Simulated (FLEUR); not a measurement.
# Zn in FLEUR: convergence with minDistance

Crystal: Zn.

```xyz
1
Lattice="0.0000 1.9648 1.9648 1.9648 0.0000 1.9648 1.9648 1.9648 0.0000" Properties=species:S:1:pos:R:3 pbc="T T T"
Zn    0.0000    0.0000    0.0000
```

This isn't the form of Zn at room conditions, which is hcp.

```yaml
Program: FLEUR MaX-R8.1 (later development tree)
Task: convergence study
Functional: PBE
Potentials_or_basis: all-electron
Basis: FLAPW
Kmax: 4.1 1/bohr
k_mesh: 10 × 10 × 10
Occupations: fermi-dirac, width 0.05 eV
Spin: no spin polarisation
```

These are the settings of the first run; the series varies minDistance, with any setting tied to it.

Hardware: 1 thread of Arm Neoverse V2 (shared host).

| minDistance | energy less the tightest run, at zero smearing (meV/atom) | SCF cycles | CPU time (s) | peak memory (GiB) |
| --- | --- | --- | --- | --- |
| 1e-06 | 0.00 | 16 | 18 | 0.06 |
| 1e-05 | 0.00 | 14 | 16 | 0.06 |
| 0.0001 | 0.00 | 13 | 15 | 0.06 |
| 0.001 | -0.01 | 11 | 13 | 0.06 |
| 0.01 | 0.00 | 9 | 10 | 0.06 |
| 0.03 | 0.00 | 9 | 10 | 0.06 |
| 0.1 | 0.00 | 9 | 11 | 0.06 |

Against the tightest run, the energy stays within 1 meV/atom from 1e-06 on. The tightest run that finished is the yardstick and may itself not be fully converged.
